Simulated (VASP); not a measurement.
# BP (F-43m) in VASP: a series of runs, part 2 of 3

VASP 6.6.1. Earlier steps stand in the parts before.

**4. Relaxation of the atoms, r2SCAN (a relaxed cell with its volume scaled by 0.96)**

Contents of INCAR:

```
SYSTEM = BP
PREC = Accurate
ENCUT = 600
EDIFF = 1E-7
ISMEAR = 0
SIGMA = 0.03
LREAL = .FALSE.
LASPH = .TRUE.
NELM = 80
ALGO = Normal
ISIF = 2
LWAVE = .FALSE.
LCHARG = .FALSE.
METAGGA = R2SCAN
LMIXTAU = .TRUE.
IBRION = 2
NSW = 40
EDIFFG = -0.01
```

Contents of KPOINTS:

```
Automatic mesh
0
G
  10 10 10
  0 0 0
```

Contents of POSCAR:

```
BP                                      
1.0
    0.0000000000      2.2353929828      2.2353929828
    2.2353929828      0.0000000000      2.2353929828
    2.2353929828      2.2353929828      0.0000000000
  B               P             
     1     1
Direct
     0.0000000000000000    0.0000000000000000    0.0000000000000000
     0.2500000000000000    0.2500000000000000    0.2500000000000000
```

Potentials or basis: VASP PAW PBE potentials, release 64 (B, P).

Command:

```bash
$ cat potpaw_PBE.64/B/POTCAR potpaw_PBE.64/P/POTCAR > POTCAR
$ mpirun -np 1 vasp_std > vasp.out
```

OUTCAR:

```text
SYSTEM = BP
   PREC = Accurate
   ENCUT = 600
   EDIFF = 1E-7
   ISMEAR = 0
   LREAL = .FALSE.
   LASPH = .TRUE.
   NELM = 80
   ISIF = 2
   METAGGA = R2SCAN
   IBRION = 2
   NSW = 40
   EDIFFG = -0.01

 ion  position               nearest neighbor table
   1  0.000  0.000  0.000-   2 1.94   2 1.94   2 1.94   2 1.94
   2  0.250  0.250  0.250-   1 1.94   1 1.94   1 1.94   1 1.94

  LATTYP: Found a face centered cubic cell.
 ALAT       =     4.4707859656

  Lattice vectors:

 A1 = (   0.0000000000,   2.2353929828,   2.2353929828)
 A2 = (   2.2353929828,   0.0000000000,   2.2353929828)
 A3 = (   2.2353929828,   2.2353929828,   0.0000000000)

Analysis of symmetry for initial positions (statically):
=====================================================================
 Subroutine PRICEL returns:
 Original cell was already a primitive cell.

 Routine SETGRP: Setting up the symmetry group for a
 face centered cubic supercell.

 Subroutine GETGRP returns: Found 24 space group operations
 (whereof 24 operations were pure point group operations)
 out of a pool of 48 trial point group operations.

The static configuration has the point symmetry T_d .

Analysis of symmetry for dynamics (positions and initial velocities):
=====================================================================
 Subroutine PRICEL returns:
 Original cell was already a primitive cell.

 Routine SETGRP: Setting up the symmetry group for a
 face centered cubic supercell.

 Subroutine GETGRP returns: Found 24 space group operations
 (whereof 24 operations were pure point group operations)
 out of a pool of 48 trial point group operations.

The dynamic configuration has the point symmetry T_d .

 Subroutine INISYM returns: Found 24 space group operations
 (whereof 24 operations are pure point group operations),
 and found     1 'primitive' translations

----------------------------------------------------------------------------------------

                                     Primitive cell

  volume of cell :      22.3404

  direct lattice vectors                    reciprocal lattice vectors
     0.000000000  2.235392983  2.235392983    -0.223674318  0.223674318  0.223674318
     2.235392983  0.000000000  2.235392983     0.223674318 -0.223674318  0.223674318
     2.235392983  2.235392983  0.000000000     0.223674318  0.223674318 -0.223674318

  length of vectors
     3.161323074  3.161323074  3.161323074     0.387415282  0.387415282  0.387415282

  position of ions in fractional coordinates (direct lattice)
     0.000000000  0.000000000  0.000000000
     0.250000000  0.250000000  0.250000000

  ion indices of the primitive-cell ions
   primitive index   ion index
                 1           1
                 2           2

----------------------------------------------------------------------------------------

 KPOINTS: Automatic mesh

Automatic generation of k-mesh.
 Grid dimensions read from file:
 generate k-points for:   10   10   10

 Generating k-lattice:

  Cartesian coordinates                     Fractional coordinates (reciprocal lattice)
    -0.022367432  0.022367432  0.022367432     0.100000000  0.000000000  0.000000000
     0.022367432 -0.022367432  0.022367432     0.000000000  0.100000000  0.000000000
     0.022367432  0.022367432 -0.022367432     0.000000000  0.000000000  0.100000000

  Length of vectors
     0.038741528  0.038741528  0.038741528

  Shift w.r.t. Gamma in fractional coordinates (k-lattice)
     0.000000000  0.000000000  0.000000000

 Subroutine IBZKPT returns following result:
 ===========================================

 Found     47 irreducible k-points:

 Following reciprocal coordinates:
            Coordinates               Weight
  0.000000  0.000000  0.000000      1.000000
  0.100000  0.000000  0.000000      8.000000
  0.200000  0.000000  0.000000      8.000000
  0.300000  0.000000  0.000000      8.000000
  0.400000  0.000000  0.000000      8.000000
  0.500000  0.000000  0.000000      4.000000
[... 16 lines left out ...]
  0.300000  0.300000  0.000000      6.000000
  0.400000  0.300000  0.000000     24.000000
 [... further k-points ...]
   k-points           NKPTS =     47   k-points in BZ     NKDIM =     47   number of bands    NBANDS=      8
   number of dos      NEDOS =    301   number of ions     NIONS =      2
   total plane-waves  NPLWV =  21952
   dimension x,y,z NGX =    28 NGY =   28 NGZ =   28
   dimension x,y,z NGXF=    56 NGYF=   56 NGZF=   56
   ions per type =               1   1
   NGX,Y,Z   is equivalent  to a cutoff of  14.72, 14.72, 14.72 a.u.
   NGXF,Y,Z  is equivalent  to a cutoff of  29.45, 29.45, 29.45 a.u.
 SYSTEM =  BP
   PREC   = accura    normal or accurate (medium, high low for compatibility)
   ISTART =      0    job   : 0-new  1-cont  2-samecut
   ICHARG =      2    charge: 1-file 2-atom 10-const
   ISPIN  =      1    spin polarized calculation?
   LNONCOLLINEAR =      F non collinear calculations
   LSORBIT =      F    spin-orbit coupling
   LASPH  =      T    aspherical Exc in radial PAW
   ENCUT  =  600.0 eV  44.10 Ry    6.64 a.u.   6.31  6.31  6.31*2*pi/ulx,y,z
   NELM   =     80;   NELMIN=  2; NELMDL= -5     # of ELM steps
   EDIFF  = 0.1E-06   stopping-criterion for ELM
   LREAL  =      F    real-space projection
   EDIFFG = -.1E-01   stopping-criterion for IOM
   NSW    =     40    number of steps for IOM
   IBRION =      2    ionic relax: 0-MD 1-quasi-New 2-CG
   NFREE  =      1    steps in history (QN), initial steepest desc. (CG)
   ISIF   =      2    stress and relaxation
   ISYM   =      2    0-nonsym 1-usesym 2-fastsym
   POTIM  = 0.5000    time-step for ionic-motion
   TEBEG  =    0.0;   TEEND  =   0.0 temperature during run
   PSTRESS=    0.0 pullay stress
   NELECT =       8.0000    total number of electrons
   NUPDOWN=      -1.0000    fix difference up-down
   EMIN   =  10.00;   EMAX   =-10.00  energy-range for DOS
   EFERMI =   0.00;   METHOD = LEGACY
   ISMEAR =     0;   SIGMA  =   0.03  broadening in eV -4-tet -1-fermi 0-gaus
   EFERMI_NEDOS =   21; number of points for ismear=-14 and -15
   IALGO  =     38    algorithm
   IMIX   =      4    mixing-type and parameters
     AMIX     =   0.40;   BMIX     =  1.00
     AMIX_MAG =   1.60;   BMIX_MAG =  1.00
  volume/ion in A,a.u.               =      11.17        75.38
  Fermi-wavevector in a.u.,A,eV,Ry     =   1.162539  2.196881 18.388239  1.351497
  Thomas-Fermi vector in A             =   2.299099
   LORBIT       =      0    0 simple, 1 ext, 2 COOP (PROOUT), +10 PAW based schemes
   METAGGA = R2SCAN    functional components
   LHFCALC =     F    Hartree Fock is set to
   AEXX    =    0.0000 exact exchange contribution
   IVDW    =     0    specifies the selected vdW correction
   LEPSILON=     F    determine dielectric tensor
   LRPA    =     F    only Hartree local field effects (RPA)
 conjugate gradient relaxation of ions
 non-spin polarized calculation
 Gauss-broadening in eV      SIGMA  =   0.03
  energy-cutoff  :      600.00
  volume of cell :       22.34
 maximum number of plane-waves:       763
 NGX is ok and might be reduce to    28
   NGX = 13   NGY = 13   NGZ = 13

 number of electron       8.0000000 magnetization

 Free energy of the ion-electron system (eV)
  ---------------------------------------------------
  ext. energy  EPLUGINS =         0.00000000
  ---------------------------------------------------
  free energy    TOTEN  =       -17.29232164 eV

  energy without entropy =      -17.29232164  energy(sigma->0) =      -17.29232164

 E-fermi :   8.1180     XC(G=0): -11.7047

 val. band max:        7.9297032694   @ k =   0.0000   0.0000   0.0000
 cond. band min:       9.3162305948   @ k =   0.4000   0.4000   0.0000
 fundamental gap:      1.3865273254
 Fermi energy:         8.1179952696

 k-point     1 :       0.0000    0.0000    0.0000
  band No.  band energies     occupation
      1      -8.7481      2.00000
      2       7.9297      2.00000
      3       7.9297      2.00000
      4       7.9297      2.00000
      5      11.6430      0.00000
      6      11.6430      0.00000
      7      11.6430      0.00000
      8      16.6692      0.00000
[... 243 lines left out ...]
 k-point    24 :       0.4000    0.3000    0.0000
  band No.  band energies     occupation
      1      -5.5292      2.00000
      2       1.3070      2.00000
      3       3.4988      2.00000
      4       4.0708      2.00000
      5       9.9386      0.00000
      6      11.8676      0.00000
      7      18.3782      0.00000
      8      18.4392      0.00000

 [... further k-points ...]

------------------------ aborting loop because EDIFF is reached ----------------------------------------

  FORCE on cell =-STRESS in cart. coord.  units (eV):
  Direction    XX          YY          ZZ          XY          YZ          ZX
  --------------------------------------------------------------------------------------
  -------------------------------------------------------------------------------------
  Total        1.0470343      1.0470343      1.0470343     -0.0000000     -0.0000000     -0.0000000
  in kB       75.0896115     75.0896115     75.0896115     -0.0000000     -0.0000000     -0.0000000
  external PRESSURE =      75.0896115 kB  Pullay stress =       0.0000000 kB

 VOLUME and BASIS-vectors are now :
 -----------------------------------------------------------------------------
  energy-cutoff  :      600.00
  volume of cell :       22.34
      direct lattice vectors                 reciprocal lattice vectors
     0.000000000  2.235392983  2.235392983    -0.223674318  0.223674318  0.223674318
     2.235392983  0.000000000  2.235392983     0.223674318 -0.223674318  0.223674318
     2.235392983  2.235392983  0.000000000     0.223674318  0.223674318 -0.223674318

 POSITION                                       TOTAL-FORCE (eV/Angst)
 -----------------------------------------------------------------------------------
      0.00000      0.00000      0.00000        -0.000000      0.000000     -0.000000
      1.11770      1.11770      1.11770         0.000000     -0.000000      0.000000
 -----------------------------------------------------------------------------------
    total drift:                               -0.000000     -0.000000     -0.000000

  FREE ENERGIE OF THE ION-ELECTRON SYSTEM (eV)
  ---------------------------------------------------
  free  energy   TOTEN  =       -17.2923216399 eV

  energy  without entropy=      -17.2923216399  energy(sigma->0) =      -17.29232164

 reached required accuracy - stopping structural energy minimisation
```

OSZICAR:

```text
N       E                     dE             d eps       ncg     rms          rms(c)
DAV:   1     0.731623666748E+01    0.73162E+01   -0.46174E+03   752   0.103E+03
DAV:   2    -0.189653783890E+02   -0.26282E+02   -0.25503E+02  1208   0.123E+02
DAV:   3    -0.192247737573E+02   -0.25940E+00   -0.25940E+00   888   0.162E+01
[... 11 lines left out ...]
DAV:  15    -0.172923095648E+02   -0.47328E-04   -0.26095E-05  1056   0.583E-02    0.950E-03
DAV:  16    -0.172923216283E+02   -0.12063E-04   -0.99253E-06   760   0.350E-02    0.185E-03
DAV:  17    -0.172923214663E+02    0.16201E-06   -0.55369E-07   936   0.892E-03    0.934E-04
DAV:  18    -0.172923217316E+02   -0.26527E-06   -0.75892E-08   416   0.279E-03    0.603E-04
DAV:  19    -0.172923216399E+02    0.91628E-07   -0.15482E-08   376   0.134E-03
   1 F= -.17292322E+02 E0= -.17292322E+02  d E =-.172923E+02
```

Wall time 30 s (1 thread of Intel Xeon 6975P-C (Granite Rapids), shared host); peak memory 0.16 GiB.

What came out:

```
Free energy             : -17.2923 eV
Pressure after relaxing : 7.5 GPa
Band gap on the k mesh  : 1.39 eV, indirect (least direct gap 3.71 eV)
```

Final structure:
```cif
data_structure
_symmetry_space_group_name_H-M 'P 1'
_symmetry_Int_Tables_number 1
_cell_length_a 3.1613
_cell_length_b 3.1613
_cell_length_c 3.1613
_cell_angle_alpha 60.000
_cell_angle_beta 60.000
_cell_angle_gamma 60.000
_cell_volume 22.34
loop_
_atom_site_label
_atom_site_type_symbol
_atom_site_fract_x
_atom_site_fract_y
_atom_site_fract_z
_atom_site_occupancy
B1 B 0.00000 0.00000 0.00000 1
P1 P 0.25000 0.25000 0.25000 1
```

Levels at points of the mesh, in eV from the valence-band top:
```csv
k point,band 1,band 2,band 3,band 4,band 5,band 6,band 7,band 8
"(0.00, 0.00, 0.00)",-16.68,0.00,0.00,0.00,3.71,3.71,3.71,8.74
"(0.50, 0.00, 0.00)",-13.01,-9.84,-1.92,-1.92,4.42,5.06,5.06,11.09
"(0.50, 0.50, 0.00)",-11.27,-9.37,-4.51,-4.51,1.45,1.87,13.51,13.51
```

Caveat: the relaxation stopped at its first step, so nothing moved; the PAW data sets were made with another functional, which shifts forces and pressure a little.

(Continued in part 3 of 3.)
